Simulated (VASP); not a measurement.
## From an Ansatz input to VASP: SnSe2 (1T (CdI2) bulk)

Ansatz input

```yaml
crystal:
  lattice:
    - [3.8251493341, 0.0, 0.0]
    - [-1.912574667, 3.3126764966, 0.0]
    - [0.0, 0.0, 6.2270788927]
  atoms:
    - { symbol: Sn, position: [0.0, 0.0, 0.0] }
    - { symbol: Se, position: [0.3333333333, 0.6666666667, 0.2530782315] }
    - { symbol: Se, position: [0.6666666667, 0.3333333333, 0.7469217685] }
kpoints:
  mp_grid: { grid: [12, 12, 4] }
  band_path:
    path:
      - [0.0, 0.0, 0.0]
      - [0.5, 0.0, 0.0]
      - [0.3333333333, 0.3333333333, 0.0]
      - [0.0, 0.0, 0.5]
      - [0.5, 0.0, 0.5]
      - [0.3333333333, 0.3333333333, 0.5]
      - [0.0833333333, 0.0833333333, 0.0]
      - [0.5, 0.0, 0.35]
    npoints: 1
hamiltonian:
  xc: lda
scf:
  occupations: { method: fixed }
  n_extra_bands: 4
output:
  forces: true
  stress: true
  eigenvalues: true
```

Which VASP files do the same job?



INCAR

```
NSW = 0
GGA = CA
PREC = Accurate
NELM = 120
EDIFF = 1E-7
NBANDS = 20
LWAVE = .FALSE.
ISIF = 2
LCHARG = .FALSE.
LREAL = .FALSE.
IBRION = -1
ISMEAR = 0
ENCUT = 520
SIGMA = 0.01
LASPH = .TRUE.
```

KPOINTS

```
KPOINTS created by Atomic Simulation Environment
0
Gamma
12 12 4
0 0 0
```

KPOINTS_OPT

```
special points
8
Reciprocal
0.0000000000 0.0000000000 0.0000000000 1
0.5000000000 0.0000000000 0.0000000000 1
0.3333333333 0.3333333333 0.0000000000 1
0.0000000000 0.0000000000 0.5000000000 1
0.5000000000 0.0000000000 0.5000000000 1
0.3333333333 0.3333333333 0.5000000000 1
0.0833333333 0.0833333333 0.0000000000 1
0.5000000000 0.0000000000 0.3500000000 1
```

POSCAR

```
Sn Se
 1.0000000000000000
     3.8251493340507654    0.0000000000000000   -0.0000000000000000
    -1.9125746670253827    3.3126764965570907   -0.0000000000000000
    -0.0000000000000000   -0.0000000000000000    6.2270788927462952
 Sn  Se
   1   2
Cartesian
  0.0000000000000000  0.0000000000000000 -0.0000000000000000
 -0.0000000000000001  2.2084509977047269  1.5759381138061268
  1.9125746670253825  1.1042254988523634  4.6511407789401682
```

VASP ran with the recommended LDA PAW datasets (26 valence electrons in the cell). Other inputs would serve too.

The two codes use different PAW datasets and cutoffs. VASP's cell holds 26 valence electrons and Ansatz's 46. LDA means the Perdew–Zunger form with relativistic exchange in VASP and the Perdew–Wang form in Ansatz. Ansatz's stress includes a Pulay correction; VASP's doesn't.
